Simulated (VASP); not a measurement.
Crystal: InP.

```
In P
1.0
     0.00000    2.93050    2.93050
     2.93050    0.00000    2.93050
     2.93050    2.93050    0.00000
In P
1 1
Direct
  0.00000 0.00000 0.00000
  0.25000 0.25000 0.25000
```

```yaml
Program: VASP 6.6.1
Task: relaxation of cell and atoms
Functional: PBE
Potentials_or_basis: VASP PAW PBE potentials, release 64 (In_d, P)
Cutoff: 600 eV
k_mesh: 8 × 8 × 8
Occupations: gaussian, width 0.03 eV
Spin: no spin polarisation
```

At the start: pressure 3.3 GPa; volume 25.17 Å³/atom.

Problem. How do energy, volume and symmetry change on relaxing?

Solution. Over 3 steps the energy falls by 12.5 meV/atom and the volume is 26.44 Å³/atom (+5.1 %); space group F-43m (No. 216, to 0.05 Å).

Step by step:
| step | energy change (eV) | largest force (eV/Å) | pressure (GPa) | volume (Å³) |
| --- | --- | --- | --- | --- |
| 1 | 0.0000 | 0.0000 | 3.30 | 50.33 |
| 2 | -0.0192 | 0.0000 | -1.39 | 54.20 |
| 3 | -0.0251 | 0.0000 | 0.01 | 52.88 |

Final structure:
```xyz
2
Lattice="0.0000 2.9792 2.9792 2.9792 0.0000 2.9792 2.9792 2.9792 0.0000" Properties=species:S:1:pos:R:3 pbc="T T T"
In    0.0000    0.0000    0.0000
P     1.4896    1.4896    1.4896
```
